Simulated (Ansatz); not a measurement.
SnO:

```xyz
4
Lattice="3.8137 0.0000 0.0000 0.0000 3.8137 0.0000 0.0000 0.0000 4.8869" Properties=species:S:1:pos:R:3 pbc="T T T"
Sn    1.9068    0.0000    3.7367
Sn    0.0000    1.9068    1.1503
O     0.0000    0.0000    0.0000
O     1.9068    1.9068    0.0000
```

The cell is a database's computed one.

Base run:

| Quantity | Value |
| --- | --- |
| Program | Ansatz 0.2.0 |
| Functional | PBEsol |
| Potentials or basis | all-electron LAPW, scalar-relativistic |
| Cutoff | 318 eV |
| Density cutoff | 1273 eV |
| Basis error allowed | 0.002 eV/atom |
| k mesh | 4 × 4 × 4 |
| Occupations | fermi-dirac, width 0.03 eV |
| Spin | no spin polarisation |

Its results: band gap on the k mesh 0.13 eV, indirect (least direct gap 1.99 eV); pressure -0.5 GPa; largest force 0.085 eV/Å.

Question: The run is repeated on the same cell with these changes: functional from PBEsol to PBE. What comes out?

Answer: Band gap on the k mesh 0.15 eV, indirect (least direct gap 2.05 eV); pressure 3.6 GPa; largest force 0.377 eV/Å.

PBE binds less tightly than PBEsol, so the same cell stands under more pressure.

Caveats: spin-orbit coupling is left out, which moves the levels of the heavy elements.

A k mesh can miss the band edges.

Not every run made on this cell is shown here.
